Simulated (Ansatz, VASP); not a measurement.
# Sb in VASP and in Ansatz

```
Sb
1.0
     3.16000    0.00000    0.00000
     0.00000    3.16000    0.00000
     0.00000    0.00000    3.16000
Sb
1
Direct
  0.00000 0.00000 0.00000
```

This isn't the form of Sb at room conditions, which is rhombohedral.

Alike in both runs: task relaxation of cell and atoms; functional PBEsol; k mesh 8 × 8 × 8; occupations fermi-dirac, width 0.05 eV; no spin polarisation.

```csv
,VASP,Ansatz
version,VASP 6.6.1,Ansatz 0.2.0
potentials or method,"VASP PAW PBE potentials, release 64 (Sb)",Ansatz PAW
plane-wave cutoff (eV),600,420
valence electrons in the cell,5,15
```

VASP gave:

| Quantity | Value |
| --- | --- |
| gap on the k mesh at the Fermi level, each at its own relaxed structure (eV) | none |
| relaxed volume (Å³/atom) | 28.95 |
| relaxed cell length with the largest relative difference (Å) | 3.070 |
| energy change over the relaxation (meV/atom) | -41 |

Task: Which values does Ansatz return?

Result: gap on the k mesh at the Fermi level, each at its own relaxed structure (eV): none; relaxed volume (Å³/atom): 28.89; relaxed cell length with the largest relative difference (Å): 3.068; energy change over the relaxation (meV/atom): -42.

A gap of «none» marks a metal or a gap that the smearing closes. The two sets of potentials don't hold the same shells in valence.

Caveats: the PAW data sets were made with another functional, which shifts forces and pressure a little (VASP); the plane-wave basis is chosen anew once the cell has moved, so the energies of steps on either side of that aren't comparable (Ansatz); the PAW data sets come from PBE, with cores solved anew for the run's functional, which leaves a small shift of forces and pressure (Ansatz). Spin-orbit coupling is left out, which matters for the levels of Sb.
